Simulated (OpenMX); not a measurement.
**GaSb under changes of volume**

One of the cells (28.625 Å³/atom); the others are scaled copies at fixed shape and fractional positions:

```
CELL_PARAMETERS angstrom
0.00000 3.05900 3.05900
3.05900 0.00000 3.05900
3.05900 3.05900 0.00000
ATOMIC_POSITIONS crystal
Sb 0.75000 0.75000 0.75000
Ga 0.00000 0.00000 0.00000
```

| Property | Result |
| --- | --- |
| Program | OpenMX 3.8.5 |
| Functional | PBE |
| Potentials or basis | OpenMX 2013 PBE set, Sb7.0-s3p2d1, Ga7.0-s2p2d1, fixed grid of 48 × 48 × 48 points |
| k mesh | 9 × 9 × 9 |
| Occupations | fermi-dirac, width 0.05 eV |
| Spin | no spin polarisation |

```tsv
volume (Å³/atom)	energy over the lowest point (meV/atom)	gap on the mesh (eV)
26.907	?	?
27.480	81.15	0.37
28.052	56.08	0.20
28.625	35.53	none
29.197	19.91	none
29.770	8.34	none
30.342	0.00	none
```

Problem. What does the run at 26.907 Å³/atom give?

Solution. Energy over the lowest point 111.67 meV/atom; gap on the mesh 0.55 eV.

Worked out: A Birch-Murnaghan fit of order 3 (a polynomial in V^(-2/3)) to the other rows has no minimum within the range. It gives 112.22 meV/atom at 26.907 Å³/atom, against the run's 111.67.

Energies are extrapolated to zero smearing.

Caveats: the basis has few d functions beyond the semicore shells, which can make volumes several per cent too large; the basis of atomic orbitals isn't converged, which shifts pressures, moduli and gaps; spin-orbit coupling is left out, which moves the levels of the heavy elements (some runs); an odd mesh through Γ misses points on the zone boundary, where band edges often lie (some runs).

A gap of «none» marks a metal or a gap under the smearing width.
